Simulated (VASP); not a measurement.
# Si (Fd-3m) in VASP: a series of runs, part 2 of 2

VASP 6.6.1.

### Step 5. Single point, PBE (grid = ENCUT=350 dk=1.6 cell=3x3x2 ISMEAR=0 SIGMA=0.05 LREAL=Auto EDIFF=1e-06)

Contents of INCAR:

```
SYSTEM = Si
  PREC = Accurate
  ENCUT = 350
  EDIFF = 1E-6
  ISMEAR = 0
  SIGMA = 0.05
  LREAL = Auto
  LASPH = .True.
  NELM = 120
  ALGO = Fast
  ISIF = 2
  LWAVE = .False.
  LCHARG = .False.
  GGA = PE
  NBANDS = 84
  NCORE = 2
  KPAR = 1
```

Contents of KPOINTS:

```
regular mesh
0
Gamma
  1 1 1
  0 0 0
```

Contents of POSCAR:

```
Si
1.0
    0.0000000000      8.1655535595      8.1655535595
    8.1655535595      0.0000000000      8.1655535595
    5.4437023730      5.4437023730      0.0000000000
Si
36
Direct
    0.1666666667      0.1666666667      0.2500000000
    0.1666666667      0.1666666667      0.7500000000
    0.1666666667      0.5000000000      0.2500000000
    0.1666666667      0.5000000000      0.7500000000
    0.1666666667      0.8333333333      0.2500000000
    0.1666666667      0.8333333333      0.7500000000
    0.5000000000      0.1666666667      0.2500000000
    0.5000000000      0.1666666667      0.7500000000
    0.5000000000      0.5000000000      0.2500000000
    0.5000000000      0.5000000000      0.7500000000
    0.5000000000      0.8333333333      0.2500000000
    0.5000000000      0.8333333333      0.7500000000
    0.8333333333      0.1666666667      0.2500000000
    0.8333333333      0.1666666667      0.7500000000
    0.8333333333      0.5000000000      0.2500000000
    0.8333333333      0.5000000000      0.7500000000
    0.8333333333      0.8333333333      0.2500000000
    0.8333333333      0.8333333333      0.7500000000
    0.2500000000      0.2500000000      0.3750000000
    0.2500000000      0.2500000000      0.8750000000
    0.2500000000      0.5833333333      0.3750000000
    0.2500000000      0.5833333333      0.8750000000
    0.2500000000      0.9166666667      0.3750000000
    0.2500000000      0.9166666667      0.8750000000
    0.5833333333      0.2500000000      0.3750000000
    0.5833333333      0.2500000000      0.8750000000
    0.5833333333      0.5833333333      0.3750000000
    0.5833333333      0.5833333333      0.8750000000
    0.5833333333      0.9166666667      0.3750000000
    0.5833333333      0.9166666667      0.8750000000
    0.9166666667      0.2500000000      0.3750000000
    0.9166666667      0.2500000000      0.8750000000
    0.9166666667      0.5833333333      0.3750000000
    0.9166666667      0.5833333333      0.8750000000
    0.9166666667      0.9166666667      0.3750000000
    0.9166666667      0.9166666667      0.8750000000
```

Potentials or basis: VASP PAW PBE potentials, release 64 (Si).

The run is started by

```bash
> cat potpaw_PBE.64/Si/POTCAR > POTCAR
> mpirun -np 4 vasp_std > vasp.out
```

OUTCAR:

```text
SYSTEM = Si
   PREC = Accurate
   ENCUT = 350
   EDIFF = 1E-6
   ISMEAR = 0
   LREAL = Auto
   LASPH = .True.
   NELM = 120
   ISIF = 2
   GGA = PE

 Found      1 irreducible k-points:

 Following reciprocal coordinates:
            Coordinates               Weight
  0.000000  0.000000  0.000000      1.000000
   k-points           NKPTS =      1   k-points in BZ     NKDIM =      1   number of bands    NBANDS=     84
   number of dos      NEDOS =    301   number of ions     NIONS =     36
   total plane-waves  NPLWV = 235200
   dimension x,y,z NGX =    70 NGY =   70 NGZ =   48
   dimension x,y,z NGXF=   140 NGYF=  140 NGZF=   96
   ions per type =              36
[... 163 lines left out ...]
  Total       22.2169692     22.2169692     -4.0810463     14.5341612      3.6634556      3.6634556
  in kB       49.0342755     49.0342755     -9.0071309     32.0778256      8.0854813      8.0854813
  external PRESSURE =      29.6871401 kB  Pullay stress =       0.0000000 kB

 VOLUME and BASIS-vectors are now :
 -----------------------------------------------------------------------------
  energy-cutoff  :      350.00
  volume of cell :      725.93
      direct lattice vectors                 reciprocal lattice vectors
     0.000000000  8.165553559  8.165553559    -0.061232836  0.061232836  0.061232836
     8.165553559  0.000000000  8.165553559     0.061232836 -0.061232836  0.061232836
     5.443702373  5.443702373  0.000000000     0.091849254  0.091849254 -0.091849254

 POSITION                                       TOTAL-FORCE (eV/Angst)
 -----------------------------------------------------------------------------------
      2.72185      2.72185      2.72185        -0.005541     -0.005541     -0.143328
      5.44370      5.44370      2.72185        -0.005541     -0.005541     -0.143328
      5.44370      2.72185      5.44370        -0.005541     -0.005541     -0.143328
      8.16555      5.44370      5.44370        -0.005541     -0.005541     -0.143328
      8.16555      2.72185      8.16555        -0.005541     -0.005541     -0.143328
     10.88740      5.44370      8.16555        -0.005541     -0.005541     -0.143328
[... 28 lines left out ...]
      9.52648      9.52648     14.97018         0.005541      0.005541      0.143328
     12.24833     12.24833     14.97018         0.005541      0.005541      0.143328
 -----------------------------------------------------------------------------------
    total drift:                                0.000000      0.000000      0.000001

  FREE ENERGIE OF THE ION-ELECTRON SYSTEM (eV)
  ---------------------------------------------------
  free  energy   TOTEN  =      -182.0067813057 eV

  energy  without entropy=     -182.0067813057  energy(sigma->0) =     -182.00678131
```

OSZICAR:

```text
N       E                     dE             d eps       ncg     rms          rms(c)
DAV:   1     0.324320419274E+03    0.32432E+03   -0.44417E+04   168   0.104E+03
DAV:   2    -0.145658195694E+03   -0.46998E+03   -0.44920E+03   208   0.172E+02
DAV:   3    -0.184792620185E+03   -0.39134E+02   -0.37651E+02   208   0.422E+01
DAV:   4    -0.186133873415E+03   -0.13413E+01   -0.13288E+01   200   0.892E+00
DAV:   5    -0.186180708621E+03   -0.46835E-01   -0.46590E-01   200   0.157E+00    0.217E+01
RMM:   6    -0.183262017763E+03    0.29187E+01   -0.15592E+00   170   0.288E+00    0.133E+01
RMM:   7    -0.181934405939E+03    0.13276E+01   -0.41138E+00   172   0.491E+00    0.839E-01
RMM:   8    -0.181991924322E+03   -0.57518E-01   -0.41026E-01   184   0.178E+00    0.409E-01
RMM:   9    -0.182003705543E+03   -0.11781E-01   -0.91982E-02   189   0.804E-01    0.404E-01
RMM:  10    -0.182005514728E+03   -0.18092E-02   -0.15179E-02   200   0.369E-01    0.324E-01
RMM:  11    -0.182006771613E+03   -0.12569E-02   -0.60994E-03   185   0.248E-01    0.197E-01
RMM:  12    -0.182006736993E+03    0.34620E-04   -0.13710E-03   193   0.124E-01    0.955E-02
RMM:  13    -0.182006760662E+03   -0.23669E-04   -0.23595E-04   210   0.479E-02    0.126E-01
RMM:  14    -0.182006767966E+03   -0.73042E-05   -0.62174E-05   204   0.206E-02    0.142E-01
RMM:  15    -0.182006770567E+03   -0.26003E-05   -0.56510E-06   149   0.716E-03    0.133E-01
RMM:  16    -0.182006781236E+03   -0.10670E-04   -0.99294E-06   192   0.993E-03    0.117E-01
RMM:  17    -0.182006781306E+03   -0.69322E-07   -0.16179E-06   120   0.351E-03
   1 F= -.18200678E+03 E0= -.18200678E+03  d E =-.226611E-10
```

stdout:

```text
POSCAR found type information on POSCAR Si
 POSCAR found :  1 types and      36 ions
 scaLAPACK will be used
 LDA part: xc-table for (Slater+PW92), standard interpolation
 POSCAR, INCAR and KPOINTS ok, starting setup
 FFT: planning ... GRIDC
 FFT: planning ... GRID_SOFT
 FFT: planning ... GRID
 WAVECAR not read
 entering main loop
```

Wall time 23 s (4 MPI ranks of Intel Xeon Platinum 8559C (Emerald Rapids), shared host); peak memory 0.24 GiB.

The run converged, but some of its settings lie outside the range that counts as converged, so its numbers aren't taken as properties of the crystal.

Results:

- Free energy: -182.0068 eV
- Pressure: 3.0 GPa
- Band gap on the k mesh: 0.68 eV

Caveat: the k mesh is coarse (spacing up to 1.00 Å⁻¹), so the values aren't converged; the result breaks the symmetry of the cell; an odd mesh through Γ misses points on the zone boundary, where band edges often lie; the real-space grid breaks the cell's symmetry a little.

### Step 6. Single point, PBE (grid = ENCUT=350 dk=0.6 cell=3x3x2 ISMEAR=0 SIGMA=0.05 LREAL=Auto EDIFF=1e-06)

Edit INCAR of step 5 so:

```diff
@@ -15,3 +15,3 @@
   NBANDS = 84
-  NCORE = 2
-  KPAR = 1
+  NCORE = 1
+  KPAR = 2
```

Contents of KPOINTS:

```
regular mesh
0
Gamma
  2 2 2
  0 0 0
```

POSCAR is that of step 5.

Potentials or basis: VASP PAW PBE potentials, release 64 (Si).

The run is started by

```bash
> cat potpaw_PBE.64/Si/POTCAR > POTCAR
> mpirun -np 4 vasp_std > vasp.out
```

It took 2.1 min on 4 MPI ranks of Intel Xeon Platinum 8559C (Emerald Rapids), shared host; peak memory 0.38 GiB.

These settings aren't checked as converged: the numbers below hold their error.

Results:

- Free energy: -194.4264 eV
- Pressure: 1.3 GPa
- Band gap on the k mesh: 0.72 eV

Caveat: the k mesh is coarse (spacing up to 0.50 Å⁻¹), so the values aren't converged; the result breaks the symmetry of the cell; the real-space grid breaks the cell's symmetry a little.
